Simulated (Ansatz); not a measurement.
# Ta: a line through an energy map, part 2 of 2

Aim: follow the energy of Ta (Im-3m, No. 229; 1 atom in the cell) along one coordinate, c/a of the conventional cell, with the other held at volume per atom = 18.36 Å³.

Ansatz 0.2.0; DFT PBEsol, scalar-relativistic, plane waves, PAW. Earlier steps stand in the parts before.

**9. Grid point (18.36 Å³, 1.453)**

input.yaml reads:

```yaml
crystal:
  lattice:
    - [-1.4672091749, 1.4672091749, 2.1318549311]
    - [1.4672091749, -1.4672091749, 2.1318549311]
    - [1.4672091749, 1.4672091749, -2.1318549311]
  atoms:
    - { symbol: Ta, position: [0.0, 0.0, 0.0] }
basis:
  ecutwfc: 420
kpoints:
  mp_grid: { grid: [22, 22, 22] }
hamiltonian:
  xc: pbesol
  pseudopotentials: { kind: paw, azcp: { folder: soft_1 } }
scf:
  occupations: { method: gaussian, width: 0.15 }
output:
  forces: true
  stress: true
  eigenvalues: true
  write_density: true
  write_potential: true
  elf: true
  volumetric_format: npy
```

Command:

```
ansatz run input.yaml --threads 1 --pin off --max-ram 2048MiB --backend cpu --events-out ev --progress --plain --runs-dir out
```

Standard output (excerpt; [...] marks lines left out):

```text
Warning: <dir> the record states the generating functional pbe (its physics header spells it `PBE`), which answers neither for hamiltonian.xc's functional nor for the pbesol family's — results may be inconsistent (PPs are generated against a specific XC)
Warning: RAYON_NUM_THREADS=1 ignored (pool sized by the plan → 1); use --threads N
[...]
Pseudopotentials: kind: paw
Pseudopotential: Ta, paw, valence charge 13, recommended cutoff 420 eV (normal), <dir>
Functional definition: PBEsol
[...]
Crystal: 1 atoms, lattice volume = 18.357 Å³
Basis set: ecut = 420 eV, 339 PW (Γ), exchange–correlation on 40×40×40 points (8 copies of the dense FFT grid, shifted against one another)
Bands: 11, of which v1, the nominal top of the filled ones, is band 7 counted from 1 (6 counted from 0)
Symmetry: 16 space group operations
Space group: I4/mmm (ITA 139), of the structure as read, at distance tolerance 2.6e-5 Å
k-points: 834 of 10648
[...]
SCF iter   1: F=—  HF=-9807.304053 eV  |F-HF|=—  |Δ(HF+E_count)|=         —  Δρ=4.64e-2  dr2=3.94e-1  ethr=3.10e-3  ⟨swp⟩=5.0  Hψ=47449  notcnv=0
[...]
SCF iter   6: F=-9807.151849 eV  HF=-9807.151849 eV  |F-HF|=1.27e-11  |Δ(HF+E_count)|=   3.57e-8  Δρ=2.70e-6  dr2=3.26e-10  ethr=6.12e-10  ⟨swp⟩=5.0  Hψ=45317  notcnv=0
[...]
SCF converged after 6 iterations
Free energy (F): -9807.151849 eV
[...]
E sigma→0 (E₀):  -9807.144889 eV
Entropy (-TS):   -0.013920 eV (-13.920 meV/atom)
Fermi energy:    18.304012 eV
[...]
--- Forces (eV/Å), atoms counted from 1 ---
  atom   1  Ta    -0.00000000     0.00000000     0.00000000
[...]
--- Stress (GPa, compression-positive) ---
       -3.033028       0.000000      -0.000000
        0.000000      -3.033028       0.000000
        0.000000      -0.000000       0.787184
  P = ⅓ Tr σ = -1.7596 GPa (-17.596 kbar)
--- Band table (eV; the first three rows and the last of 834) ---
  k-point 0: bands = ["-49.1804", "-15.1307", "-15.1278", "-15.1278", "10.0813", "18.5028", "18.8664", "18.8664", "21.5582", "22.0818", "30.5168"]
[...]
```

It took 12 s on 1 thread of Arm Neoverse V2, shared host; peak memory 0.41 GiB.

The maps below are laid out on this run's own conventional cell (a, b, c = 2.934, 2.934, 4.264 Å).

Density in a lattice plane of the grid's cell (edges 2.93 and 4.26 Å, at 0.000 of the third edge), which holds Ta.

Ten even steps from ' ' (0.18 e/Å³) to '@' (4.58 e/Å³):
```
%%@@@@##==..          ..==##@@@@
@@@@%%++::..          ..::++%%@@
**++==::..              ..::==++
::::....                  ....::
                                
                                
                                
                                
                                
                                
                                
                                
                                
                                
                                
::::....                  ....::
**++==::..              ..::==++
@@@@%%++::..          ..::++%%@@
%%@@@@##==..          ..==##@@@@
**%%@@%%==..          ..==%%@@%%
```
Columns run along the first of these edges and rows up along the second, over one cell in 16 and 20 even steps from the bottom left corner. Atoms in the plane (fractional): Ta at (0.00, 0.00).

ELF in the same plane.

Values, 12 rows by 8 columns:
```
0.52 0.72 0.57 0.25 0.40 0.25 0.57 0.73
0.64 0.56 0.31 0.37 0.58 0.37 0.31 0.56
0.20 0.19 0.30 0.55 0.67 0.55 0.30 0.19
0.29 0.34 0.46 0.55 0.58 0.55 0.46 0.34
0.51 0.49 0.44 0.41 0.40 0.41 0.44 0.49
0.55 0.49 0.39 0.33 0.31 0.33 0.39 0.49
0.51 0.49 0.44 0.41 0.40 0.41 0.44 0.49
0.29 0.34 0.46 0.55 0.58 0.55 0.46 0.34
0.20 0.19 0.30 0.55 0.67 0.55 0.30 0.19
0.64 0.56 0.31 0.37 0.58 0.37 0.31 0.56
0.52 0.73 0.57 0.25 0.40 0.25 0.57 0.72
0.00 0.54 0.66 0.23 0.31 0.23 0.66 0.54
```
Columns run along the first of these edges and rows up along the second, over one cell in 8 and 12 even steps from the bottom left corner. Atoms in the plane (fractional): Ta at (0.00, 0.00).

Both are smooth fields of the valence electrons: close to the nuclei they are not physical.

The highest ELF values outside the cores: 0.67 between the atoms, 1.8 Å from Ta.

On the map this point reads 262 meV/atom.

**10. Grid point (18.36 Å³, 1.566)**

Changes to input.yaml since step 9:

```diff
@@ -2,5 +2,5 @@
   lattice:
-    - [-1.4672091749, 1.4672091749, 2.1318549311]
-    - [1.4672091749, -1.4672091749, 2.1318549311]
-    - [1.4672091749, 1.4672091749, -2.1318549311]
+    - [-1.4310950382, 1.4310950382, 2.2408086108]
+    - [1.4310950382, -1.4310950382, 2.2408086108]
+    - [1.4310950382, 1.4310950382, -2.2408086108]
   atoms:
```

Command:

```
ansatz run input.yaml --threads 1 --pin off --max-ram 2048MiB --backend cpu --events-out ev --progress --plain --runs-dir out
```

Standard output (excerpt; [...] marks lines left out):

```text
Warning: <dir> the record states the generating functional pbe (its physics header spells it `PBE`), which answers neither for hamiltonian.xc's functional nor for the pbesol family's — results may be inconsistent (PPs are generated against a specific XC)
Warning: RAYON_NUM_THREADS=1 ignored (pool sized by the plan → 1); use --threads N
[...]
[... 3 set-up lines as earlier in the session ...]
[...]
Crystal: 1 atoms, lattice volume = 18.357 Å³
Basis set: ecut = 420 eV, 355 PW (Γ), exchange–correlation on 48×48×48 points (8 copies of the dense FFT grid, shifted against one another)
Bands: 11, of which v1, the nominal top of the filled ones, is band 7 counted from 1 (6 counted from 0)
[... 2 set-up lines as earlier in the session ...]
k-points: 834 of 10648
[...]
SCF iter   1: F=—  HF=-9807.336015 eV  |F-HF|=—  |Δ(HF+E_count)|=         —  Δρ=4.52e-2  dr2=3.70e-1  ethr=3.10e-3  ⟨swp⟩=5.0  Hψ=47446  notcnv=0
[...]
SCF iter   6: F=-9807.193514 eV  HF=-9807.193514 eV  |F-HF|=1.09e-10  |Δ(HF+E_count)|=   2.14e-8  Δρ=2.99e-6  dr2=4.50e-10  ethr=5.36e-10  ⟨swp⟩=5.4  Hψ=45450  notcnv=0
[...]
SCF converged after 6 iterations
Free energy (F): -9807.193514 eV
[...]
E sigma→0 (E₀):  -9807.186086 eV
Entropy (-TS):   -0.014857 eV (-14.857 meV/atom)
Fermi energy:    18.248118 eV
[...]
--- Forces (eV/Å), atoms counted from 1 ---
  atom   1  Ta     0.00000000     0.00000000     0.00000000
[...]
--- Stress (GPa, compression-positive) ---
       -5.964042       0.000000       0.000000
        0.000000      -5.964042       0.000000
        0.000000      -0.000000       2.901701
  P = ⅓ Tr σ = -3.0088 GPa (-30.088 kbar)
--- Band table (eV; the first three rows and the last of 834) ---
  k-point 0: bands = ["-49.1656", "-15.1477", "-15.0920", "-15.0920", "10.0857", "17.8881", "19.2867", "19.2867", "20.7033", "22.7942", "30.6518"]
[...]
```

Wall time 13 s (1 thread of Arm Neoverse V2, shared host); peak memory 0.42 GiB.

Axes a, b and c in the maps are those of this run's conventional cell (a, b, c = 2.862, 2.862, 4.482 Å).

Density in a lattice plane of the grid's cell (edges 2.86 and 4.48 Å, at 0.000 of the third edge), which holds Ta.

Values in e/Å³, 12 rows by 8 columns:
```
4.78 4.26 1.57 0.42 0.30 0.42 1.57 4.26
1.99 1.36 0.54 0.31 0.28 0.31 0.54 1.36
0.37 0.33 0.28 0.27 0.27 0.27 0.28 0.33
0.22 0.22 0.24 0.26 0.28 0.26 0.24 0.22
0.19 0.20 0.23 0.27 0.30 0.27 0.23 0.20
0.18 0.19 0.22 0.28 0.32 0.28 0.22 0.19
0.19 0.20 0.23 0.27 0.30 0.27 0.23 0.20
0.22 0.22 0.24 0.26 0.28 0.26 0.24 0.22
0.37 0.33 0.28 0.27 0.27 0.27 0.28 0.33
1.99 1.36 0.54 0.31 0.28 0.31 0.54 1.36
4.78 4.26 1.57 0.42 0.30 0.42 1.57 4.26
3.07 4.80 2.39 0.51 0.32 0.51 2.39 4.80
```
Columns run along the first of these edges and rows up along the second, over one cell in 8 and 12 even steps from the bottom left corner. Atoms in the plane (fractional): Ta at (0.00, 0.00).

ELF in the same plane.

Ten even steps from ' ' (0.00) to '@' (0.77):
```
--==%%@@@@++----==----++@@@@%%==
%%%%@@@@##==--==++==--==##@@@@%%
@@%%%%**==--==++**++==--==**%%%%
++====--::--++######++--::--====
::::::::--++##%%%%%%##++--::::::
------==++**##########**++==----
++++++++******************++++++
********++++++++++++++++++******
##****++++==============++++****
##****++==================++****
##****++++==============++++****
********++++++++++++++++++******
++++++++******************++++++
------==++**##########**++==----
::::::::--++##%%%%%%##++--::::::
++====--::--++######++--::--====
@@%%%%**==--==++**++==--==**%%%%
%%%%@@@@##==--==++==--==##@@@@%%
--==%%@@@@++----==----++@@@@%%==
  ..##@@@@**----==----**@@@@##..
```
Columns run along the first of these edges and rows up along the second, over one cell in 16 and 20 even steps from the bottom left corner. Atoms in the plane (fractional): Ta at (0.00, 0.00).

Both are smooth fields of the valence electrons: close to the nuclei they are not physical.

Maxima of ELF outside the ion cores: 0.65 between the atoms, 1.8 Å from Ta.

On the map this point reads 220 meV/atom.

**11. The line in numbers**

What follows sums up all 2 parts.

```
c/a of the conventional cell  step  energy (meV/atom)  slope (meV/atom per unit)  pressure (GPa)
                       0.861     3                 80                       −920           −5.48
                       0.928     4                 36                       −513           −6.96
                       1.000     5                 16                          0           −7.30
                       1.078     6                 37                        522           −6.89
                       1.161     –                 97                        864           −5.62
                       1.251     7                180                        926           −3.76
                       1.348     8                252                        448           −2.06
                       1.453     9                262                       −201           −1.76
                       1.566    10                220                       −432           −3.01
```

Energies count from the relaxed crystal. Rows without a step come from runs not printed here or follow by symmetry. Slopes come from the forces (and the stress, where the cell changes), not from differences of energies.

**Reading.** The lowest point of the line is at 1.000, 16 meV/atom from the zero. Energies and slopes round the minimum, fitted together, put the minimum at 1.0002, with a curvature of about 7700 meV/atom per (unit)². The highest point computed, at 1.453, lies 246 meV/atom above the lowest. This is one cut through a surface in two coordinates; the map's lowest point lies off it. The runs treat Ta without spin-orbit coupling.
